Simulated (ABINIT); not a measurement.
Crystal: Al.

```xyz
1
Lattice="0.0000 2.0248 2.0248 2.0248 0.0000 2.0248 2.0248 2.0248 0.0000" Properties=species:S:1:pos:R:3 pbc="T T T"
Al    0.0000    0.0000    0.0000
```

| Property | Result |
| --- | --- |
| Program | ABINIT 10.8.3 (patched build) |
| Task | relaxation of cell and atoms |
| Functional | PBEsol |
| Potentials or basis | PseudoDojo NC SR PBEsol v0.4.1 standard |
| Cutoff | 544 eV |
| k mesh | 8 × 8 × 8 |
| Occupations | fermi-dirac, width 0.05 eV |
| Spin | no spin polarisation |

At the start: pressure -2.1 GPa; volume 16.60 Å³/atom.

Problem. Where does the relaxation end?

Solution. Over 4 steps the energy falls by 2.7 meV/atom and the volume is 16.19 Å³/atom (-2.5 %); space group Fm-3m (No. 225, to 0.05 Å).

The path:
| step | energy change (eV) | largest force (eV/Å) | pressure (GPa) | volume (Å³) |
| --- | --- | --- | --- | --- |
| 1 | 0.0000 | 0.0000 | -2.06 | 16.60 |
| 2 | -0.0012 | 0.0000 | -1.57 | 16.50 |
| 3 | -0.0027 | 0.0000 | 0.05 | 16.18 |
| 4 | -0.0027 | 0.0000 | 0.00 | 16.19 |

Final structure:
```cif
data_structure
_symmetry_space_group_name_H-M 'P 1'
_symmetry_Int_Tables_number 1
_cell_length_a 2.8395
_cell_length_b 2.8395
_cell_length_c 2.8395
_cell_angle_alpha 60.000
_cell_angle_beta 60.000
_cell_angle_gamma 60.000
_cell_volume 16.19
loop_
_atom_site_label
_atom_site_type_symbol
_atom_site_fract_x
_atom_site_fract_y
_atom_site_fract_z
_atom_site_occupancy
Al1 Al 0.00000 0.00000 0.00000 1
```

The cell as given is a measured one (16.60 Å³/atom); PBEsol puts the equilibrium volume -2.5 % from it, thermal expansion not counted.
